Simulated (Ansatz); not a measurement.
## Piezoelectric tensor of NaI

These are results of DFT PBE, scalar-relativistic, plane waves, PAW (Ansatz 0.2.0), not measurements. Settings: 420 eV plane-wave cutoff, Γ-centred 6×6×4 mesh, fixed occupations. No spin polarisation.

Equilibrium structure at this level:
```yaml
crystal:
  lattice:
    - [5.15075, 0.00000, 0.00000]
    - [-2.57538, 4.46068, 0.00000]
    - [0.00000, 0.00000, 7.97323]
  atoms:
    - { symbol: Na, position: [0.33333, 0.66667, 0.38161] }
    - { symbol: Na, position: [0.66667, 0.33333, 0.88161] }
    - { symbol: I, position: [0.33333, 0.66667, 0.99153] }
    - { symbol: I, position: [0.66667, 0.33333, 0.49153] }
```

The structure comes from a generated guess, relaxed at this level; another structure or a mixture of phases may lie lower. Spin–orbit coupling is left out, which matters for heavy elements.

(1) Give the relaxed-ion proper piezoelectric stress tensor e_iJ (C/m², Voigt columns xx yy zz yz xz xy).

(2) With the elastic constants (GPa, Voigt order)
```
14.0 10.5  9.2  0.0  0.0  0.0
10.5 14.0  9.2  0.0  0.0  0.0
 9.2  9.2  9.6  0.0  0.0  0.0
 0.0  0.0  0.0  2.3  0.0  0.0
 0.0  0.0  0.0  0.0  2.3  0.0
 0.0  0.0  0.0  0.0  0.0  1.8
```
find the strain coefficients d = e·C⁻¹ (pC/N).

Results:

(1)
```
x    0.000  0.000  0.000  0.000  0.078  0.000
y    0.000  0.000  0.000  0.078  0.000  0.000
z    0.105  0.105 -0.312  0.000  0.000  0.000
```
Signs follow the orientation of the cell as given.

(2)
```
x      0.0    0.0    0.0    0.0   33.3    0.0
y      0.0    0.0    0.0   33.3    0.0    0.0
z     57.7   57.7 -142.9    0.0    0.0    0.0
```
